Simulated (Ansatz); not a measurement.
# CoSi (rocksalt type): the cost of one run

Method: DFT, PBE, PAW with Ansatz's default frozen-core files, scalar-relativistic, in Ansatz 0.2.0.

**1. The starting structure**

The structure is cubic, space group Fm-3m (No. 225). The conventional cell has a = 4.585 Å, b = 4.585 Å, c = 4.585 Å, α = 90.00°, β = 90.00°, γ = 90.00°. Co (site symmetry m-3m) is surrounded by 6 Si at 2.29 Å. Si (site symmetry m-3m) is surrounded by 6 Co at 2.29 Å.

As a file:

```
Co Si
1.0
     0.00000    2.29239    2.29239
     2.29239    0.00000    2.29239
     2.29239    2.29239    0.00000
Co Si
1 1
Direct
  0.00000 0.00000 0.00000
  0.50000 0.50000 0.50000
```

Atoms are numbered in the order of the input: Co1, Si2.

**2. Cell relaxed at zero pressure, PAW**

File input.yaml:

```yaml
crystal:
  lattice:
    - [0.0, 2.2923918786, 2.2923918786]
    - [2.2923918786, 0.0, 2.2923918786]
    - [2.2923918786, 2.2923918786, 0.0]
  atoms:
    - { symbol: Co, position: [0.0, 0.0, 0.0] }
    - { symbol: Si, position: [0.5, 0.5, 0.5] }
kpoints:
  mp_grid: { grid: [15, 15, 15] }
scf:
  occupations: { method: fermi_dirac, width: 0.05 }
hamiltonian:
  xc: pbe
  pseudopotentials: { kind: paw }
output:
  forces: true
  stress: true
relax:
  f_tol: 0.005
  max_steps: 40
  cell: {}
```

The run is started by

```console
$ ansatz run input.yaml --threads 1 --pin off --max-ram 3584MiB --backend cpu --events-out ev --progress --plain --runs-dir out
```

Q: Estimate wall time and peak memory on 1 thread of Arm Neoverse V1, shared host.

About 17 s, with a peak of 0.34 GiB.
